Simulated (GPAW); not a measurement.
# Sb in GPAW: convergence with plane-wave cutoff (eV)

Crystal: Sb.

```
Sb
1.0
    -1.87134    1.87134    1.87134
     1.87134   -1.87134    1.87134
     1.87134    1.87134   -1.87134
Sb
1
Cartesian
  0.0000 0.0000 0.0000
```

This isn't the form of Sb at room conditions, which is rhombohedral.

```yaml
Program: GPAW 26.7.0
Task: convergence study
Functional: PBE
Potentials_or_basis: GPAW PAW data sets (gpaw-data 1.2.1)
Cutoff: 200 eV
Basis: pw
k_mesh: 10 × 10 × 10
Occupations: fermi-dirac, width 0.05 eV
Spin: no spin polarisation
```

These are the settings of the first run; the series varies plane-wave cutoff (eV), with any setting tied to it.

Hardware: 1 thread of Arm Neoverse V2 (shared host).

**Question.** The values tried are 200, 250, 300, 350, 400, 500, 600, 800, 1000, loosest first. From which on does the energy stay within 1 meV/atom of the tightest run that finished?

**Answer.** From 600 on.

```
plane-wave cutoff (eV)  energy less the tightest run, at zero smearing (meV/atom)  pressure (GPa)  SCF cycles  CPU time (s)  peak memory (GiB)
                   200                                                    1056.60           -2.51           7           3.3               0.12
                   250                                                     924.13           -1.16           8           3.6               0.12
                   300                                                     621.75           -5.52           8           4.3               0.12
                   350                                                     312.12           -4.24           8           4.7               0.12
                   400                                                     127.17           -1.31           8             5               0.13
                   500                                                      11.55            2.18           8           8.7               0.13
                   600                                                       0.70            2.80           8           7.9               0.14
                   800                                                       0.21            2.83           8            15               0.16
                  1000                                                       0.00            2.83           8            17               0.17
```

Against the tightest run, the pressure stays within 0.1 GPa from 600 on. The tightest run that finished is the yardstick and may itself not be fully converged.

Spin-orbit coupling is left out, which matters for the levels of Sb.
